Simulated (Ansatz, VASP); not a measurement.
Two plane-wave programs on In3GaP2

```
In Ga P
1.0
     5.91015    0.00000    0.00000
    -2.95508    5.11834    0.00000
     0.00000    0.00000    4.15111
In Ga P
3 1 2
Direct
  0.50000 0.50000 0.45952
  0.50000 0.00000 0.45952
  0.00000 0.50000 0.45952
  0.00000 0.00000 0.88881
  0.66667 0.33333 0.96314
  0.33333 0.66667 0.96314
```

Change from the starting cell: species swapped into the ErCo3Ge2 type (P6mm, No. 183).

Alike in both runs: task single point; functional PBE; k mesh 3 × 3 × 4; occupations gaussian, width 0.1 eV; no spin polarisation.

```csv
,VASP,Ansatz
version,VASP 6.6.1,Ansatz 0.2.0
potentials or method,"VASP PAW PBE potentials, release 64 (In_d, Ga_d, P)","scalar-relativistic, plane waves, PAW"
plane-wave cutoff (eV),520,420
valence electrons in the cell,62,62
```

|  | VASP | Ansatz | Ansatz less VASP |
| --- | --- | --- | --- |
| gap on the k mesh at the Fermi level (eV) | none | none | - |
| pressure (GPa) | 12.2 | 12.3 | +0.05 |
| largest component of the traceless stress (GPa) | 3.72 | 3.71 | -0.013 |
| rms of the force components (eV/Å) | 0.051 | 0.051 | -0.0001 |

Atom by atom the forces differ by 0.000 eV/Å (rms over components). A gap of «none» marks a metal or a gap that the smearing closes. With one functional, cell and mesh, what is left measures potentials, basis and numerics.

Caveats: the k mesh is coarse (spacing up to 0.41 Å⁻¹), so the values aren't converged.
